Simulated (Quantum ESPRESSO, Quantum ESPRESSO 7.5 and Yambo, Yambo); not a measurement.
**RbCl (Fm-3m): G0W0 with Yambo, start to end**

Aim: the G0W0 gap of RbCl (Fm-3m) on PBE, step by step.

Program: Quantum ESPRESSO 7.5 and Yambo 5.3.0. Level of theory: PBE and many-body steps on it, plane waves. Results are calculated unless marked as measured.

This is a report of a sequence of runs, with most program output left out.

**1. Set-up**

It takes space group Fm-3m (No. 225, cubic). The conventional cell has a = 6.579 Å, b = 6.579 Å, c = 6.579 Å, α = 90.00°, β = 90.00°, γ = 90.00°. Nearest to Rb lie 6 Cl at 3.29 Å. Cl has 6 Rb at 3.29 Å nearest. Farther neighbours and most contacts between anions are not listed.

Coordinates:

```cif
data_structure
_symmetry_space_group_name_H-M 'Fm-3m'
_symmetry_Int_Tables_number 225
_cell_length_a 6.5790
_cell_length_b 6.5790
_cell_length_c 6.5790
_cell_angle_alpha 90.000
_cell_angle_beta 90.000
_cell_angle_gamma 90.000
_cell_volume 284.76
loop_
_atom_site_label
_atom_site_type_symbol
_atom_site_symmetry_multiplicity
_atom_site_Wyckoff_symbol
_atom_site_fract_x
_atom_site_fract_y
_atom_site_fract_z
_atom_site_occupancy
Rb1 Rb 4 a 0.00000 0.00000 0.00000 1
Cl1 Cl 4 b 0.50000 0.00000 0.00000 1
```

The cell and positions come from the Crystallography Open Database and are kept as given unless a step says otherwise.

**2. Ground state**

This step: Quantum ESPRESSO 7.5; DFT, PBE, plane waves, norm-conserving pseudopotentials.

The ground-state density comes first.

The input, pw.in:

```
&control
  calculation = 'scf'
  prefix = 'x'
  outdir = 'o'
  pseudo_dir = 'pseudo'
/
&system
  ibrav = 0
  nat = 2
  ntyp = 2
  ecutwfc = 50.0
  nbnd = 13
  force_symmorphic = .true.
/
&electrons
  conv_thr = 1e-10
  electron_maxstep = 80
  mixing_beta = 0.5
/
ATOMIC_SPECIES
  Rb 85.468 Rb.upf
  Cl 35.45 Cl.upf
CELL_PARAMETERS angstrom
  0.0000000000 3.2895000000 3.2895000000
  3.2895000000 0.0000000000 3.2895000000
  3.2895000000 3.2895000000 -0.0000000000
ATOMIC_POSITIONS crystal
  Rb 0.0000000000 0.0000000000 0.0000000000
  Cl 0.5000000000 0.5000000000 0.5000000000
K_POINTS automatic
  6 6 6 0 0 0
```

Launch:

```console
$ OMP_NUM_THREADS=1 mpirun -n 4 pw.x -nk 4 -in pw.in > pw.out
```

Wall time 4.1 s (4 MPI ranks of Intel Xeon 6975P-C (Granite Rapids), shared host); peak memory 0.24 GiB; 15 s of CPU time.

This step gave:

| Property | Result |
| --- | --- |
| total energy | -1186.9093 eV |
| gap | 5.003 eV |
| k of the valence top | 0, 0, 0 |
| k of the conduction bottom | 0, 0, 0 |
| least direct gap | 5.003 eV |

The gap is direct, at Γ.

**3. Bands along the symmetry lines**

Levels along a band path, at the cheap level, show where the edges lie and whether the meshes to come will hold them.

The input, pw.in:

```
&control
  calculation = 'bands'
  prefix = 'x'
  outdir = 'o'
  pseudo_dir = 'pseudo'
/
&system
  ibrav = 0
  nat = 2
  ntyp = 2
  ecutwfc = 50.0
  nbnd = 14
  force_symmorphic = .true.
/
&electrons
  conv_thr = 1e-9
  electron_maxstep = 80
  diago_full_acc = .true.
  diago_thr_init = 5e-6
/
ATOMIC_SPECIES
  Rb 85.468 Rb.upf
  Cl 35.45 Cl.upf
CELL_PARAMETERS angstrom
  0.0000000000 3.2895000000 3.2895000000
  3.2895000000 0.0000000000 3.2895000000
  3.2895000000 3.2895000000 -0.0000000000
ATOMIC_POSITIONS crystal
  Rb 0.0000000000 0.0000000000 0.0000000000
  Cl 0.5000000000 0.5000000000 0.5000000000
K_POINTS crystal
  50
  0.00000000 0.00000000 0.00000000 1
  0.06250000 0.00000000 0.06250000 1
  0.12500000 0.00000000 0.12500000 1
  0.18750000 0.00000000 0.18750000 1
  0.25000000 0.00000000 0.25000000 1
  0.31250000 0.00000000 0.31250000 1
  0.37500000 0.00000000 0.37500000 1
  0.43750000 0.00000000 0.43750000 1
  0.50000000 0.00000000 0.50000000 1
  0.51562500 0.03125000 0.51562500 1
  0.53125000 0.06250000 0.53125000 1
  0.54687500 0.09375000 0.54687500 1
  0.56250000 0.12500000 0.56250000 1
  0.57812500 0.15625000 0.57812500 1
  0.59375000 0.18750000 0.59375000 1
  0.60937500 0.21875000 0.60937500 1
  0.62500000 0.25000000 0.62500000 1
  0.37500000 0.37500000 0.75000000 1
  0.32812500 0.32812500 0.65625000 1
  0.28125000 0.28125000 0.56250000 1
  0.23437500 0.23437500 0.46875000 1
  0.18750000 0.18750000 0.37500000 1
  0.14062500 0.14062500 0.28125000 1
  0.09375000 0.09375000 0.18750000 1
  0.04687500 0.04687500 0.09375000 1
  0.00000000 0.00000000 0.00000000 1
  0.06250000 0.06250000 0.06250000 1
  0.12500000 0.12500000 0.12500000 1
  0.18750000 0.18750000 0.18750000 1
  0.25000000 0.25000000 0.25000000 1
  0.31250000 0.31250000 0.31250000 1
  0.37500000 0.37500000 0.37500000 1
  0.43750000 0.43750000 0.43750000 1
  0.50000000 0.50000000 0.50000000 1
  0.50000000 0.46875000 0.53125000 1
  0.50000000 0.43750000 0.56250000 1
  0.50000000 0.40625000 0.59375000 1
  0.50000000 0.37500000 0.62500000 1
  0.50000000 0.34375000 0.65625000 1
  0.50000000 0.31250000 0.68750000 1
  0.50000000 0.28125000 0.71875000 1
  0.50000000 0.25000000 0.75000000 1
  0.50000000 0.21875000 0.71875000 1
  0.50000000 0.18750000 0.68750000 1
  0.50000000 0.15625000 0.65625000 1
  0.50000000 0.12500000 0.62500000 1
  0.50000000 0.09375000 0.59375000 1
  0.50000000 0.06250000 0.56250000 1
  0.50000000 0.03125000 0.53125000 1
  0.50000000 0.00000000 0.50000000 1
```

Wall time 4 s (4 MPI ranks); peak memory 0.22 GiB; 15 s of CPU time.

This step gave:

```
gap                        : 5.003 eV
k of the valence top       : 0, 0, 0
k of the conduction bottom : 0, 0, 0
least direct gap           : 5.003 eV
```

The gap is 5.003 eV, as in the run before at this level.

The electronic bands at the labelled points (eV, zero at the top of the highest filled band; v1 is the highest filled band, c1 the lowest empty one):

```
    point     v4     v3     v2     v1    c1    c2     c3     c4
        Γ  -7.97   0.00   0.00   0.00  5.00  7.99   7.99   7.99
  halfway  -7.99  -0.53  -0.07  -0.07  6.37  6.89   9.43   9.50
        X  -8.07  -0.32  -0.10  -0.10  6.21  8.07   9.72  10.04
  halfway  -8.06  -0.31  -0.19  -0.14  6.41  8.33   9.36  10.20
        U  -8.03  -0.40  -0.28  -0.22  6.95  8.71   9.06   9.75
jump to K  -8.03  -0.40  -0.28  -0.22  6.95  8.71   9.06   9.75
  halfway  -7.95  -0.59  -0.27  -0.11  6.66  7.61   8.82   9.51
        Γ  -7.97   0.00   0.00   0.00  5.00  7.99   7.99   7.99
  halfway  -7.96  -0.48  -0.18  -0.18  6.27  7.77   8.74   8.74
        L  -7.95  -0.86  -0.34  -0.34  7.75  7.98  10.16  10.16
  halfway  -7.96  -0.65  -0.29  -0.29  7.73  7.86   9.74   9.90
        W  -7.96  -0.44  -0.24  -0.24  7.67  7.67   9.34   9.37
  halfway  -8.02  -0.30  -0.27  -0.15  6.61  8.53   8.99  10.05
        X  -8.07  -0.32  -0.10  -0.10  6.21  8.07   9.72  10.04
```

**4. Empty states on the mesh, 4×4×4 mesh, 304 bands**

The sums over transitions need many empty states on a uniform mesh; this step solves for them.

The input, pw.in:

```
&control
  calculation = 'nscf'
  prefix = 'x'
  outdir = 'o'
  pseudo_dir = 'pseudo'
/
&system
  ibrav = 0
  nat = 2
  ntyp = 2
  ecutwfc = 50.0
  nbnd = 304
  force_symmorphic = .true.
/
&electrons
  conv_thr = 1e-9
  electron_maxstep = 80
  diago_full_acc = .true.
  diago_thr_init = 5e-6
/
ATOMIC_SPECIES
  Rb 85.468 Rb.upf
  Cl 35.45 Cl.upf
CELL_PARAMETERS angstrom
  0.0000000000 3.2895000000 3.2895000000
  3.2895000000 0.0000000000 3.2895000000
  3.2895000000 3.2895000000 -0.0000000000
ATOMIC_POSITIONS crystal
  Rb 0.0000000000 0.0000000000 0.0000000000
  Cl 0.5000000000 0.5000000000 0.5000000000
K_POINTS automatic
  4 4 4 0 0 0
```

Run time: 16 s. Hardware: 4 MPI ranks; peak memory 0.56 GiB; 63 s of CPU time.

This step gave:

```yaml
gap: 5.003 eV
k_of_the_valence_top: 0, 0, 0
k_of_the_conduction_bottom: 0, 0, 0
least_direct_gap: 5.003 eV
k_points_computed: 8
lowest_point_of_the_top_converged_band_above_the_valence_top: 144.4895 eV
```

On this mesh the gap is 5.003 eV.

**5. Conversion and set-up**

This step: Yambo 5.3.0; conversion and set-up on PBE, plane waves, norm-conserving pseudopotentials.

The states are converted to the many-body program's format and the q mesh is built.

Launch:

```console
$ (cd o/x.save; p2y > p2y.log; mv SAVE ../..); yambo > setup.log
```

Run time: 2.4 s. Hardware: 1 MPI rank; peak memory 0.24 GiB.

**6. Screening and self-energy, 4×4×4 mesh, 304 bands, screening to 210.9 eV**

G0W0 replaces the xc potential by the self-energy, built once from these orbitals. Only a window of levels is corrected, while the sums run over the empty bands that the input names.

This step: G0W0 on PBE, plane waves, norm-conserving pseudopotentials.

The input, gw1.in:

```
HF_and_locXC
gw0
dyson
ppa
em1d
rim_cut
RandQpts= 1000000
RandGvec= 1 RL
EXXRLvcs= 50 Ry
VXCRLvcs= 200 Ry
Chimod= "HARTREE"
% BndsRnXp
 1 | 304 |
%
NGsBlkXp= 15.5 Ry
% LongDrXp
 1 | 1 | 1 |
%
% GbndRnge
 1 | 304 |
%
DysSolver= "n"
ExtendOut
PPAPntXp= 27.21138 eV
% QPkrange
 1 | 1 | 7 | 10 |
%
```

Launch:

```console
$ OMP_NUM_THREADS=1 mpirun -n 4 yambo -F gw1.in -J gw1 -C gw1 > gw1.log
```

The job ended after 5.2 min (4 MPI ranks; peak memory 1.8 GiB; 21 min of CPU time).

Numbers from this step:

```yaml
g0w0_gap_on_the_points_computed: 7.898 eV
starting_gap_on_the_mesh: 5.003 eV
k_of_the_valence_top: 0, 0, 0
k_of_the_conduction_bottom: 0, 0, 0
least_direct_g0w0_gap_on_the_computed_points: 7.898 eV
z_at_the_valence_top: 0.8060
z_at_the_conduction_bottom: 0.8808
```

The gap on the mesh goes from 5.00 eV to 7.90 eV, a correction of +2.89 eV.

Limits: finite bands, cutoff and mesh; no spin-orbit coupling. v1 is the top filled band, c1 the lowest empty one. Levels before and after the correction, in eV, zero at the valence-band top of each column:

```
           conduction bottom  valence top
Kohn-Sham               5.00         0.00
     G0W0               7.90         0.00
```

```
             level  energy (eV)
Kohn-Sham  Γ v2-v1        0.000
Kohn-Sham     Γ c1        5.003
Kohn-Sham     Γ c2        7.987
     G0W0  Γ v2-v1        0.000
     G0W0     Γ c1        7.898
     G0W0     Γ c2       11.479
```

**7. Where the time went**

Times are wall times on the hardware named with each run, good to a factor of about two.

```
                          step     time  share  memory (GiB)
                  ground state    4.1 s    1 %          0.24
bands along the symmetry lines      4 s    1 %          0.22
      empty states on the mesh     16 s    5 %          0.56
         conversion and set-up    2.4 s    1 %          0.24
     screening and self-energy  5.2 min   92 %           1.8
```

**8. What came out**

| Quantity | Value |
| --- | --- |
| PBE gap | 5.00 eV, direct |
| G0W0 gap on the mesh | 7.90 eV |
| GW settings | 4×4×4 mesh, 304 bands, screening to 210.9 eV, Godby-Needs plasmon pole |
| known limits | not at the basis limit; no spin-orbit coupling |

G0W0 moves the gap on the mesh from 5.00 eV to 7.90 eV (+2.89 eV), with Z of 0.81 and 0.88 at the edges. Only 1 of the mesh's irreducible points was corrected, so a valley elsewhere could overtake. The dearest step here is «screening and self-energy». Bands and cutoff are finite, so the gap is not at the basis limit. The miss can reach some tenths of an eV and take either sign; the mesh is an error of its own. In the G0W0 run levels were corrected at 1 k point alone, so a gap called «on the mesh» is the least over those, and an edge elsewhere would be missed. The many-body steps are scalar-relativistic: spin-orbit coupling is not in them.

[Paths, hosts, dates, memory and timing lines, banners, echoed tables and standing remarks are left out of the program output.]

[Logs are printed without paths, hosts, clocks, repeated set-up lines and the standing remarks that a program may print on its own settings, such as how far it seeks lower states.]

[Runs of the session that timed out or met a known fault of the program may be left out.]

[Hosts, paths, dates, database ids (printed as entryN), source tags and the programs' standing remarks are cut or masked in the printed files.]
